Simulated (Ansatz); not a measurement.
Crystal: MnS.

```
Mn S
1.0
     0.00000    2.60450    2.60450
     2.60450    0.00000    2.60450
     2.60450    2.60450    0.00000
Mn S
1 1
Cartesian
  0.0000 0.0000 0.0000
  2.6045 2.6045 2.6045
```

Base run:

- Program: Ansatz 0.2.0
- Functional: r2SCAN
- Potentials or basis: Ansatz PAW
- Cutoff: 500 eV (not typed: the program's choice for these potentials)
- k mesh: 7 × 7 × 7
- Occupations: fermi-dirac, width 0.05 eV
- Spin: collinear spin, ferromagnetic start
- Starting moments: [4.0, 0.0] μB

Its results: band gap on the k mesh none (metal or under the smearing width); pressure 0.3 GPa; net moment 4.97 μB per cell; site moments Mn +4.44; S +0.18 μB.

Problem. The run is repeated on the same cell with these changes: functional from r2SCAN to PBE; cutoff from 500 eV (not typed: the program's choice for these potentials) to 420 eV (not typed: the program's choice for these potentials). What comes out?

Solution. Band gap on the k mesh none (metal or under the smearing width); pressure -3.2 GPa; net moment 4.69 μB per cell; site moments Mn +4.20; S +0.14 μB.

Caveats: a cell with one magnetic atom can't hold antiferromagnetic order, which such compounds often take; semilocal functionals often make such compounds metallic where correlation or magnetic order opens a gap, which also shifts bond lengths; the magnetic or orbital state may not be the lowest (some runs); the PAW data sets come from PBE, with cores solved anew for the run's functional, which leaves a small shift of forces and pressure (some runs).
